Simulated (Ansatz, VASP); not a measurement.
One calculation of SiMo3, two programs

```xyz
8
Lattice="4.9065 0.0000 0.0000 0.0000 4.9065 0.0000 0.0000 0.0000 4.9065" Properties=species:S:1:pos:R:3 pbc="T T T"
Si    0.0000    0.0000    0.0000
Si    2.4532    2.4532    2.4532
Mo    1.2266    0.0000    2.4532
Mo    2.4532    3.6798    0.0000
Mo    3.6798    0.0000    2.4532
Mo    2.4532    1.2266    0.0000
Mo    0.0000    2.4532    3.6798
Mo    0.0000    2.4532    1.2266
```

Alike in both runs: functional PBE; k mesh 8 × 8 × 8; occupations gaussian, width 0.1 eV; no spin polarisation.

Ansatz relaxed the structure, and its values are those at the end. VASP's run is a single point on that final structure, the one shown.

```csv
,VASP,Ansatz
version,VASP 6.6.1,Ansatz 0.2.0
potentials or method,"VASP PAW PBE potentials, release 64 (Si, Mo_sv)","scalar-relativistic, plane waves, PAW"
plane-wave cutoff (eV),520,420
valence electrons in the cell,92,92
```

|  | VASP | Ansatz | Ansatz less VASP |
| --- | --- | --- | --- |
| gap on the k mesh at the Fermi level (eV) | none | none | - |
| pressure (GPa) | 0.5 | 0.0 | -0.48 |

A gap of «none» marks a metal or a gap that the smearing closes.
